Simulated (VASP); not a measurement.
# W (Fm-3m) in VASP: a series of runs

One crystal, W, is run at these levels: PBEsol; tasks: single point.

All numbers are computed with VASP 6.6.1; they aren't measurements. Logs are shortened: lines on timing, memory, paths and dates and some standing lists are left out, and cuts for length are marked.

### 1 Starting point

The structure is cubic, space group Fm-3m (No. 225). The conventional cell has a = 4.001 Å, b = 4.001 Å, c = 4.001 Å, α = 90.00°, β = 90.00°, γ = 90.00°. W (site symmetry m-3m) is surrounded by 12 W at 2.83 Å.

This isn't the form of W at room conditions, which is bcc.

### 2 Single point, PBEsol

INCAR

```
  PREC = Accurate
  ENCUT = 700
  EDIFF = 1E-6
  ISMEAR = 0
  SIGMA = 0.1
  LREAL = F
  LASPH = T
  NELM = 60
  ALGO = Fast
  ISIF = 2
  LWAVE = F
  LCHARG = F
  GGA = PS
  NBANDS = 13
```

KPOINTS

```
regular mesh
0
Gamma
  18 18 18
```

POSCAR

```
W
1.0
    0.0000000000      2.0006300000      2.0006300000
    2.0006300000      0.0000000000      2.0006300000
    2.0006300000      2.0006300000      0.0000000000
W
1
Direct
    0.0000000000      0.0000000000      0.0000000000
```

Potentials or basis: VASP PAW PBE potentials, release 64 (W_sv).

Started as:

```console
cat potpaw_PBE.64/W_sv/POTCAR > POTCAR
mpirun -np 1 vasp_std > vasp.out
```

OUTCAR:

```text
PREC = Accurate
   ENCUT = 700
   EDIFF = 1E-6
   ISMEAR = 0
   LREAL = F
   LASPH = T
   NELM = 60
   ISIF = 2
   GGA = PS

 ion  position               nearest neighbor table
   1  0.000  0.000  0.000-

  LATTYP: Found a face centered cubic cell.
 ALAT       =     4.0012600000

  Lattice vectors:

 A1 = (   0.0000000000,   2.0006300000,   2.0006300000)
 A2 = (   2.0006300000,   0.0000000000,   2.0006300000)
 A3 = (   2.0006300000,   2.0006300000,   0.0000000000)

Analysis of symmetry for initial positions (statically):
=====================================================================
 Subroutine PRICEL returns:
 Original cell was already a primitive cell.

 Routine SETGRP: Setting up the symmetry group for a
 face centered cubic supercell.

 Subroutine GETGRP returns: Found 48 space group operations
 (whereof 48 operations were pure point group operations)
 out of a pool of 48 trial point group operations.

The static configuration has the point symmetry O_h .

Analysis of symmetry for dynamics (positions and initial velocities):
=====================================================================
 Subroutine PRICEL returns:
 Original cell was already a primitive cell.

 Routine SETGRP: Setting up the symmetry group for a
 face centered cubic supercell.

 Subroutine GETGRP returns: Found 48 space group operations
 (whereof 48 operations were pure point group operations)
 out of a pool of 48 trial point group operations.

The dynamic configuration has the point symmetry O_h .

 Subroutine INISYM returns: Found 48 space group operations
 (whereof 48 operations are pure point group operations),
 and found     1 'primitive' translations

----------------------------------------------------------------------------------------

                                     Primitive cell

  volume of cell :      16.0151

  direct lattice vectors                    reciprocal lattice vectors
     0.000000000  2.000630000  2.000630000    -0.249921275  0.249921275  0.249921275
     2.000630000  0.000000000  2.000630000     0.249921275 -0.249921275  0.249921275
     2.000630000  2.000630000  0.000000000     0.249921275  0.249921275 -0.249921275

  length of vectors
     2.829318079  2.829318079  2.829318079     0.432876346  0.432876346  0.432876346

  position of ions in fractional coordinates (direct lattice)
     0.000000000  0.000000000  0.000000000

  ion indices of the primitive-cell ions
   primitive index   ion index
                 1           1

----------------------------------------------------------------------------------------

 KPOINTS: regular mesh

Automatic generation of k-mesh.
 Grid dimensions read from file:
 generate k-points for:   18   18   18

 Generating k-lattice:

  Cartesian coordinates                     Fractional coordinates (reciprocal lattice)
    -0.013884515  0.013884515  0.013884515     0.055555556  0.000000000  0.000000000
     0.013884515 -0.013884515  0.013884515     0.000000000  0.055555556  0.000000000
     0.013884515  0.013884515 -0.013884515     0.000000000  0.000000000  0.055555556

  Length of vectors
     0.024048686  0.024048686  0.024048686

  Shift w.r.t. Gamma in fractional coordinates (k-lattice)
     0.000000000  0.000000000  0.000000000

 Subroutine IBZKPT returns following result:
 ===========================================

 Found    195 irreducible k-points:

 Following reciprocal coordinates:
            Coordinates               Weight
  0.000000  0.000000  0.000000      1.000000
  0.055556  0.000000  0.000000      8.000000
  0.111111  0.000000  0.000000      8.000000
  0.166667  0.000000  0.000000      8.000000
  0.222222  0.000000  0.000000      8.000000
  0.277778  0.000000  0.000000      8.000000
[... 16 lines left out ...]
 -0.277778  0.055556  0.000000     24.000000
 -0.222222  0.055556  0.000000     24.000000
 [... further k-points ...]
   k-points           NKPTS =    195   k-points in BZ     NKDIM =    195   number of bands    NBANDS=     13
   number of dos      NEDOS =    301   number of ions     NIONS =      1
   total plane-waves  NPLWV =  13824
   dimension x,y,z NGX =    24 NGY =   24 NGZ =   24
   dimension x,y,z NGXF=    48 NGYF=   48 NGZF=   48
   ions per type =               1
   NGX,Y,Z   is equivalent  to a cutoff of  14.10, 14.10, 14.10 a.u.
   NGXF,Y,Z  is equivalent  to a cutoff of  28.20, 28.20, 28.20 a.u.
 SYSTEM =  unknown system
   PREC   = accura    normal or accurate (medium, high low for compatibility)
   ISTART =      0    job   : 0-new  1-cont  2-samecut
   ICHARG =      2    charge: 1-file 2-atom 10-const
   ISPIN  =      1    spin polarized calculation?
   LNONCOLLINEAR =      F non collinear calculations
   LSORBIT =      F    spin-orbit coupling
   LASPH  =      T    aspherical Exc in radial PAW
   ENCUT  =  700.0 eV  51.45 Ry    7.17 a.u.   6.10  6.10  6.10*2*pi/ulx,y,z
   NELM   =     60;   NELMIN=  2; NELMDL= -5     # of ELM steps
   EDIFF  = 0.1E-05   stopping-criterion for ELM
   LREAL  =      F    real-space projection
   EDIFFG = 0.1E-04   stopping-criterion for IOM
   NSW    =      0    number of steps for IOM
   IBRION =     -1    ionic relax: 0-MD 1-quasi-New 2-CG
   NFREE  =      0    steps in history (QN), initial steepest desc. (CG)
   ISIF   =      2    stress and relaxation
   ISYM   =      2    0-nonsym 1-usesym 2-fastsym
   POTIM  = 0.5000    time-step for ionic-motion
   TEBEG  =    0.0;   TEEND  =   0.0 temperature during run
   PSTRESS=    0.0 pullay stress
   NELECT =      14.0000    total number of electrons
   NUPDOWN=      -1.0000    fix difference up-down
   EMIN   =  10.00;   EMAX   =-10.00  energy-range for DOS
   EFERMI =   0.00;   METHOD = LEGACY
   ISMEAR =     0;   SIGMA  =   0.10  broadening in eV -4-tet -1-fermi 0-gaus
   EFERMI_NEDOS =   21; number of points for ismear=-14 and -15
   IALGO  =     68    algorithm
   IMIX   =      4    mixing-type and parameters
     AMIX     =   0.40;   BMIX     =  1.00
     AMIX_MAG =   1.60;   BMIX_MAG =  1.00
  volume/ion in A,a.u.               =      16.02       108.08
  Fermi-wavevector in a.u.,A,eV,Ry     =   1.565335  2.958055 33.338013  2.450275
  Thomas-Fermi vector in A             =   2.667827
   LORBIT       =      0    0 simple, 1 ext, 2 COOP (PROOUT), +10 PAW based schemes
   GGA     = PS    functional components
   LHFCALC =     F    Hartree Fock is set to
   AEXX    =    0.0000 exact exchange contribution
   IVDW    =     0    specifies the selected vdW correction
   LEPSILON=     F    determine dielectric tensor
   LRPA    =     F    only Hartree local field effects (RPA)
 non-spin polarized calculation
 RMM-DIIS sequential band-by-band and
 Gauss-broadening in eV      SIGMA  =   0.10
  energy-cutoff  :      700.00
  volume of cell :       16.02
 maximum number of plane-waves:       692
   NGX = 13   NGY = 13   NGZ = 13

 number of electron      14.0000000 magnetization

 Free energy of the ion-electron system (eV)
  ---------------------------------------------------
  ext. energy  EPLUGINS =         0.00000000
  ---------------------------------------------------
  free energy    TOTEN  =       -13.31332791 eV

  energy without entropy =      -13.30678948  energy(sigma->0) =      -13.31005870

 E-fermi :  10.6414     XC(G=0): -13.6932

 val. band max:       10.6399765122   @ k =  -0.4444   0.3333   0.0000
 cond. band min:      10.6416047920   @ k =   0.5000   0.1111   0.0000
 fundamental gap:      0.0016282797
 Fermi energy:        10.6413966669

 k-point     1 :       0.0000    0.0000    0.0000
  band No.  band energies     occupation
      1     -62.9294      2.00000
      2     -26.5229      2.00000
      3     -26.5229      2.00000
      4     -26.5229      2.00000
      5       1.5224      2.00000
      6      10.0624      2.00000
      7      10.0624      2.00000
      8      10.0624      2.00000
      9      13.2900      0.00000
     10      13.2900      0.00000
     11      23.5134      0.00000
     12      28.8158      0.00000
     13      28.8158      0.00000

 k-point     2 :       0.0556    0.0000    0.0000
  band No.  band energies     occupation
      1     -62.9259      2.00000
      2     -26.5635      2.00000
      3     -26.5280      2.00000
      4     -26.5280      2.00000
      5       1.6629      2.00000
      6       9.9522      2.00000
      7      10.1287      2.00000
      8      10.1287      2.00000
      9      13.2273      0.00000
     10      13.2273      0.00000
     11      23.7976      0.00000
     12      28.1937      0.00000
     13      29.0802      0.00000

 k-point     3 :       0.1111    0.0000    0.0000
  band No.  band energies     occupation
      1     -62.9156      2.00000
      2     -26.6793      2.00000
      3     -26.5428      2.00000
      4     -26.5428      2.00000
      5       2.0686      2.00000
      6       9.6688      2.00000
      7      10.3014      2.00000
      8      10.3014      2.00000
      9      13.0858      0.00000
     10      13.0858      0.00000
     11      24.5583      0.00000
     12      27.0294      0.00000
     13      29.8461      0.00000

 k-point     4 :       0.1667    0.0000    0.0000
  band No.  band energies     occupation
      1     -62.8998      2.00000
      2     -26.8535      2.00000
      3     -26.5653      2.00000
      4     -26.5653      2.00000
      5       2.6887      2.00000
      6       9.3294      2.00000
      7      10.4902      1.96749
      8      10.4902      1.96749
      9      13.0033      0.00000
     10      13.0033      0.00000
     11      25.0923      0.00000
     12      26.4394      0.00000
     13      31.0449      0.00000

 k-point     5 :       0.2222    0.0000    0.0000
  band No.  band energies     occupation
      1     -62.8804      2.00000
      2     -27.0623      2.00000
      3     -26.5927      2.00000
      4     -26.5927      2.00000
      5       3.4260      2.00000
      6       9.0851      2.00000
      7      10.5511      1.79838
      8      10.5511      1.79838
      9      13.1689      0.00000
     10      13.1689      0.00000
     11      24.2728      0.00000
     12      27.3806      0.00000
     13      32.5896      0.00000
[... 257 lines left out ...]
 k-point    22 :      -0.3333    0.0556    0.0000
  band No.  band energies     occupation
      1     -62.8325      2.00000
      2     -27.5289      2.00000
      3     -26.6987      2.00000
      4     -26.6476      2.00000
      5       4.8347      2.00000
      6       9.6116      2.00000
      7      10.0394      2.00000
      8      10.2181      2.00000
      9      14.1550      0.00000
     10      15.2203      0.00000
     11      22.5464      0.00000
     12      26.0210      0.00000
     13      31.2575      0.00000

 k-point    23 :      -0.2778    0.0556    0.0000
  band No.  band energies     occupation
      1     -62.8508      2.00000
      2     -27.3462      2.00000
      3     -26.6746      2.00000
      4     -26.6186      2.00000
      5       4.4366      2.00000
      6       9.0831      2.00000
      7      10.2768      2.00000
      8      10.4488      1.99354
      9      13.3728      0.00000
     10      14.4924      0.00000
     11      23.3096      0.00000
     12      27.5556      0.00000
     13      32.4194      0.00000

 k-point    24 :      -0.2222    0.0556    0.0000
  band No.  band energies     occupation
      1     -62.8711      2.00000
      2     -27.1388      2.00000
      3     -26.6447      2.00000
      4     -26.5889      2.00000
      5       3.7882      2.00000
      6       8.9498      2.00000
      7      10.4822      1.97565
      8      10.6345      1.07815
      9      12.7831      0.00000
     10      13.8548      0.00000
     11      24.1966      0.00000
     12      27.7652      0.00000
     13      32.0228      0.00000

 [... further k-points ...]

------------------------ aborting loop because EDIFF is reached ----------------------------------------

  FORCE on cell =-STRESS in cart. coord.  units (eV):
  Direction    XX          YY          ZZ          XY          YZ          ZX
  --------------------------------------------------------------------------------------
  -------------------------------------------------------------------------------------
  Total        0.0013365      0.0013365      0.0013365      0.0000000      0.0000000     -0.0000000
  in kB        0.1337037      0.1337037      0.1337037      0.0000000      0.0000000     -0.0000000
  external PRESSURE =       0.1337037 kB  Pullay stress =       0.0000000 kB

 VOLUME and BASIS-vectors are now :
 -----------------------------------------------------------------------------
  energy-cutoff  :      700.00
  volume of cell :       16.02
      direct lattice vectors                 reciprocal lattice vectors
     0.000000000  2.000630000  2.000630000    -0.249921275  0.249921275  0.249921275
     2.000630000  0.000000000  2.000630000     0.249921275 -0.249921275  0.249921275
     2.000630000  2.000630000  0.000000000     0.249921275  0.249921275 -0.249921275

 POSITION                                       TOTAL-FORCE (eV/Angst)
 -----------------------------------------------------------------------------------
      0.00000      0.00000      0.00000         0.000000      0.000000      0.000000
 -----------------------------------------------------------------------------------
    total drift:                               -0.000000      0.000000      0.000000

  FREE ENERGIE OF THE ION-ELECTRON SYSTEM (eV)
  ---------------------------------------------------
  free  energy   TOTEN  =       -13.3133279084 eV

  energy  without entropy=      -13.3067894850  energy(sigma->0) =      -13.31005870
```

It took 58 s on 1 thread of Intel Xeon Platinum 8375C at 2.90GHz (Ice Lake), shared host; peak memory 0.18 GiB.

What came out:

```yaml
Free_energy: -13.3133 eV
Pressure: 0.0 GPa
Band_gap_on_the_k_mesh: none (metal or under the smearing width)
```

Caveat: the PAW data sets were made with another functional, which shifts forces and pressure a little. The run has no spin-orbit coupling, so splittings on W are missing.

### 3 Single point, PBEsol

INCAR, as its differences from that of step 2:

```diff
@@ -1,3 +1,3 @@
   PREC = Accurate
-  ENCUT = 700
+  ENCUT = 520
   EDIFF = 1E-6
```

KPOINTS

```
regular mesh
0
Gamma
  28 28 28
```

POSCAR is that of step 2.

Potentials or basis: VASP PAW PBE potentials, release 64 (W_sv).

Started as:

```console
cat potpaw_PBE.64/W_sv/POTCAR > POTCAR
mpirun -np 1 vasp_std > vasp.out
```

OUTCAR:

```text
PREC = Accurate
   ENCUT = 520
   EDIFF = 1E-6
   ISMEAR = 0
   LREAL = F
   LASPH = T
   NELM = 60
   ISIF = 2
   GGA = PS

 ion  position               nearest neighbor table
   1  0.000  0.000  0.000-

  LATTYP: Found a face centered cubic cell.
 ALAT       =     4.0012600000

  Lattice vectors:

 A1 = (   0.0000000000,   2.0006300000,   2.0006300000)
 A2 = (   2.0006300000,   0.0000000000,   2.0006300000)
 A3 = (   2.0006300000,   2.0006300000,   0.0000000000)
[... 564 lines left out ...]
     12      27.2455      0.00000
     13      33.0912      0.00000

 [... further k-points ...]

------------------------ aborting loop because EDIFF is reached ----------------------------------------

  FORCE on cell =-STRESS in cart. coord.  units (eV):
  Direction    XX          YY          ZZ          XY          YZ          ZX
  --------------------------------------------------------------------------------------
  -------------------------------------------------------------------------------------
  Total       -0.0052230     -0.0052230     -0.0052230      0.0000000      0.0000000      0.0000000
  in kB       -0.5225178     -0.5225178     -0.5225178      0.0000000      0.0000000      0.0000000
  external PRESSURE =      -0.5225178 kB  Pullay stress =       0.0000000 kB

 VOLUME and BASIS-vectors are now :
 -----------------------------------------------------------------------------
  energy-cutoff  :      520.00
  volume of cell :       16.02
      direct lattice vectors                 reciprocal lattice vectors
     0.000000000  2.000630000  2.000630000    -0.249921275  0.249921275  0.249921275
     2.000630000  0.000000000  2.000630000     0.249921275 -0.249921275  0.249921275
     2.000630000  2.000630000  0.000000000     0.249921275  0.249921275 -0.249921275

 POSITION                                       TOTAL-FORCE (eV/Angst)
 -----------------------------------------------------------------------------------
      0.00000      0.00000      0.00000         0.000000      0.000000      0.000000
 -----------------------------------------------------------------------------------
    total drift:                                0.000000      0.000000     -0.000000

  FREE ENERGIE OF THE ION-ELECTRON SYSTEM (eV)
  ---------------------------------------------------
  free  energy   TOTEN  =       -13.3123216075 eV

  energy  without entropy=      -13.3057959547  energy(sigma->0) =      -13.30905878
```

stdout:

```text
POSCAR found type information on POSCAR W
 POSCAR found :  1 types and       1 ions
 scaLAPACK will be used
 -----------------------------------------------------------------------------
|                                                                             |
|                                                                             |
|     You enforced a specific xc type in the INCAR file but a different       |
|     I HOPE YOU KNOW WHAT YOU ARE DOING!                                     |
|                                                                             |
 -----------------------------------------------------------------------------

 LDA part: xc-table for (Slater+PW92), standard interpolation
 POSCAR, INCAR and KPOINTS ok, starting setup
 FFT: planning ... GRIDC
 FFT: planning ... GRID_SOFT
 FFT: planning ... GRID
 WAVECAR not read
 entering main loop
WARNING in EDDRMM: call to ZHEGV failed, returncode =   8  4     11
WARNING in EDDRMM: call to ZHEGV failed, returncode =   6  3     13
```

It took 3 min on 1 thread of Intel Xeon Platinum 8375C at 2.90GHz (Ice Lake), shared host; peak memory 0.24 GiB.

What came out:

| Property | Result |
| --- | --- |
| Free energy | -13.3123 eV |
| Pressure | -0.1 GPa |
| Band gap on the k mesh | none (metal or under the smearing width) |

Levels at points of the mesh, in eV from the Fermi level:
```
           k point  band 3  band 4  band 5  band 6  band 7  band 8  band 9  band 10  band 11  band 12
(0.00, 0.00, 0.00)  -37.16  -37.16   -9.12   -0.58   -0.58   -0.58    2.65     2.65    12.87    18.17
(0.50, 0.00, 0.00)  -37.33  -37.33   -5.73   -0.82   -0.82    0.74    5.23     5.23    10.66    12.50
(0.50, 0.50, 0.00)  -37.62  -37.62   -5.66   -4.66    3.22    5.19    6.00     6.00    11.96    11.96
```

Caveat: the PAW data sets were made with another functional, which shifts forces and pressure a little.

### 4 Single point, PBEsol

INCAR, as its differences from that of step 3:

```diff
@@ -4,3 +4,3 @@
   ISMEAR = 0
-  SIGMA = 0.1
+  SIGMA = 0.5
   LREAL = F
```

KPOINTS

```
regular mesh
0
Gamma
  18 18 18
```

POSCAR is that of step 3.

Started as:

```console
cat potpaw_PBE.64/W_sv/POTCAR > POTCAR
mpirun -np 1 vasp_std > vasp.out
```

Wall time 52 s (1 thread of Intel Xeon Platinum 8375C at 2.90GHz (Ice Lake), shared host); peak memory 0.17 GiB.

Results (log left out):

- Free energy: -13.3828 eV
- Pressure: 0.6 GPa
- Band gap on the k mesh: none (metal or under the smearing width)

Levels at points of the mesh, in eV from the Fermi level:
```csv
k point,band 5,band 6,band 7,band 8,band 9,band 10
"(0.00, 0.00, 0.00)",-9.17,-0.63,-0.63,-0.63,2.60,2.60
"(0.50, 0.00, 0.00)",-5.78,-0.87,-0.87,0.69,5.19,5.19
"(0.50, 0.50, 0.00)",-5.71,-4.71,3.17,5.14,5.96,5.96
```

Caveat: the PAW data sets were made with another functional, which shifts forces and pressure a little. Spin-orbit coupling is left out, which matters for the levels of W.

### 5 The runs side by side

```tsv
k mesh	cutoff (eV)	smearing	gap on the mesh (eV)	pressure (GPa)
18 × 18 × 18	700	gaussian 0.1 eV	none	0.0
28 × 28 × 28	520	gaussian 0.1 eV	none	-0.1
18 × 18 × 18	520	gaussian 0.5 eV	none	0.6
```

Alike in all rows: task single point; level PBEsol; potentials or basis VASP PAW PBE potentials, release 64 (W_sv); no spin polarisation; cell as given.

Every run on the cell as given and a fine mesh finds a metal.

Caveats: the PAW data sets were made with another functional, which shifts forces and pressure a little.

Absolute energies hang on the potentials; compare differences alone.
